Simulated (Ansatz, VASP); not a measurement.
## BaS: VASP beside Ansatz

INCAR

```
SYSTEM = BaS
PREC = Accurate
ENCUT = 520
EDIFF = 1E-6
ISMEAR = 0
SIGMA = 0.01
LREAL = .False.
LASPH = .True.
NELM = 100
ALGO = Normal
ISIF = 2
LWAVE = .False.
LCHARG = .True.
GGA = PS
LELF = .True.
LVHAR = .True.
NBANDS = 15
```

KPOINTS

```
Automatic mesh
0
Gamma
  6 6 6
  0 0 0
```

The input POSCAR:

```
BaS
1.0
    0.0000000000      3.2119099263      3.2119099263
    3.2119099263      0.0000000000      3.2119099263
    3.2119099263      3.2119099263      0.0000000000
Ba S
1 1
Direct
    0.0000000000      0.0000000000      0.0000000000
    0.5000000000      0.5000000000      0.5000000000
```

Input for Ansatz:

```yaml
crystal:
  lattice:
    - [0.0, 3.2119099263, 3.2119099263]
    - [3.2119099263, 0.0, 3.2119099263]
    - [3.2119099263, 3.2119099263, 0.0]
  atoms:
    - { symbol: Ba, position: [0.0, 0.0, 0.0] }
    - { symbol: S, position: [0.5, 0.5, 0.5] }
kpoints:
  mp_grid: { grid: [6, 6, 6] }
hamiltonian:
  xc: pbesol
scf:
  occupations: { method: fixed }
  n_extra_bands: 4
output:
  forces: true
  stress: true
  eigenvalues: true
```

Alike in both runs: task single point; functional PBEsol; k mesh 6 × 6 × 6; no spin polarisation.

```csv
,VASP,Ansatz
version,VASP 6.6.1,Ansatz 0.2.0
potentials or method,"VASP PAW PBE potentials, release 64 (Ba_sv, S)","plane waves, PAW"
plane-wave cutoff (eV),520,420
occupations,"gaussian, width 0.01 eV",fixed
valence electrons in the cell,16,16
```

Ansatz gave:

```
gap on the k mesh at the Fermi level (eV) : 2.11
pressure (GPa)                            : -1.8
```

Question: What did VASP give for the same quantities?

Answer: gap on the k mesh at the Fermi level (eV): 2.01; pressure (GPa): -1.2.

Caveats: the PAW data sets were made with another functional, which shifts forces and pressure a little (VASP); spin-orbit coupling is left out, which moves the levels of the heavy elements. A hybrid or GW would open this gap; PBEsol tends to underestimate it. A k mesh can miss the band edges.
